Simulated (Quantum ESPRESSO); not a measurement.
YN: band structure with PBEsol+D3(BJ)

Crystal: YN.

```xyz
2
Lattice="-2.4385 0.0000 2.4385 0.0000 2.4385 2.4385 -2.4385 2.4385 0.0000" Properties=species:S:1:pos:R:3 pbc="T T T"
Y     0.0000    0.0000    0.0000
N    -2.4385    2.4385    2.4385
```

* Program: Quantum ESPRESSO 7.5
* Task: band structure
* Functional: PBEsol
* Dispersion: D3(BJ)
* Potentials or basis: GBRV 1.5 LDA
* Cutoff: 612 eV
* Density cutoff: 4898 eV
* k mesh: 9 × 9 × 9
* Occupations: gaussian, width 0.01 eV
* Spin: no spin polarisation
* Most SCF iterations: 120
* SCF threshold: 4e-10 Ry
* Mixing beta: 0.05

```
Pressure                : -6.2 GPa
Band gap on the k mesh  : 0.19 eV, indirect (least direct gap 0.60 eV)
Band gap along the path : 0.13 eV, indirect (least direct gap 0.52 eV)
```

Levels at the corners of the path, in eV from the valence-band top:
```
point  band 5  band 6  band 7  band 8  band 9  band 10  band 11  band 12
    Γ  -12.70    0.00    0.00    0.00    3.14     3.14     3.14     4.24
    X  -12.26   -1.50   -0.39   -0.39    0.13     6.94     7.38     8.02
    W  -11.74   -2.17   -1.55   -1.55    4.00     4.00     7.45     8.04
    K  -11.78   -2.21   -1.59   -1.31    2.44     6.29     7.12     7.86
    Γ  -12.70    0.00    0.00    0.00    3.14     3.14     3.14     4.24
    L  -10.87   -4.12   -2.27   -2.27    5.72     6.43     6.43     6.70
    U  -11.78   -2.21   -1.59   -1.31    2.44     6.29     7.12     7.86
    W  -11.74   -2.17   -1.55   -1.55    4.00     4.00     7.45     8.04
    L  -10.87   -4.12   -2.27   -2.27    5.72     6.43     6.43     6.70
    K  -11.78   -2.21   -1.59   -1.31    2.44     6.29     7.12     7.86
    U  -11.78   -2.21   -1.59   -1.31    2.44     6.29     7.12     7.86
    X  -12.26   -1.50   -0.39   -0.39    0.13     6.94     7.38     8.02
```

Run time: 17 s on 1 thread of INTEL(R) XEON(R) PLATINUM 8581C CPU @ 2.30GHz (Emerald Rapids), with other jobs on the host, peak memory 0.13 GiB.

Caveat: the potentials were made for another functional, which shifts forces and pressure.
